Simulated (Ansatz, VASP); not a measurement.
Al in VASP and in Ansatz

The input INCAR:

```
ALGO     = Normal         # electronic algorithm
EDIFF    = 1E-6           # SCF threshold, eV
ENCUT    = 520            # plane-wave cutoff, eV
GGA      = PE             # functional
ISIF     = 2              # what is computed and relaxed
ISMEAR   = 0              # smearing method
LASPH    = True           # aspherical terms in the spheres
LCHARG   = False          # write CHGCAR
LREAL    = False          # projectors in reciprocal space
LWAVE    = False          # write WAVECAR
NBANDS   = 8              # bands
NELM     = 60             # most SCF steps
PREC     = Accurate       # precision mode
SIGMA    = 0.15           # smearing width, eV
```

File KPOINTS:

```
k-points
0
Gamma
  22 22 22
```

File POSCAR:

```
Al
1.0
   -1.4376056392      1.4376056392      1.9384674438
    1.4376056392     -1.4376056392      1.9384674438
    1.4376056392      1.4376056392     -1.9384674438
Al
1
Direct
    0.0000000000      0.0000000000      0.0000000000
```

Input for Ansatz:

```yaml
crystal:
  lattice:
    - [-1.4376056392, 1.4376056392, 1.9384674438]
    - [1.4376056392, -1.4376056392, 1.9384674438]
    - [1.4376056392, 1.4376056392, -1.9384674438]
  atoms:
    - { symbol: Al, position: [0.0, 0.0, 0.0] }
basis:
  ecutwfc: 420
kpoints:
  mp_grid: { grid: [22, 22, 22] }
hamiltonian:
  xc: pbe
scf:
  occupations: { method: gaussian, width: 0.15 }
output:
  forces: true
  stress: true
  eigenvalues: true
```

Alike in both runs: task single point; functional PBE; k mesh 22 × 22 × 22; occupations gaussian, width 0.15 eV; no spin polarisation.

|  | VASP | Ansatz |
| --- | --- | --- |
| version | VASP 6.6.1 | Ansatz 0.2.0 |
| potentials or method | VASP PAW PBE potentials, release 64 (Al) | scalar-relativistic, plane waves, PAW |
| plane-wave cutoff (eV) | 520 | 420 |
| valence electrons in the cell | 3 | 3 |

|  | VASP | Ansatz | Ansatz less VASP |
| --- | --- | --- | --- |
| gap on the k mesh at the Fermi level (eV) | none | none | - |
| pressure (GPa) | 2.5 | 2.6 | +0.04 |
| largest component of the traceless stress (GPa) | 2.09 | 2.09 | -0.005 |

A gap of «none» marks a metal or a gap that the smearing closes.
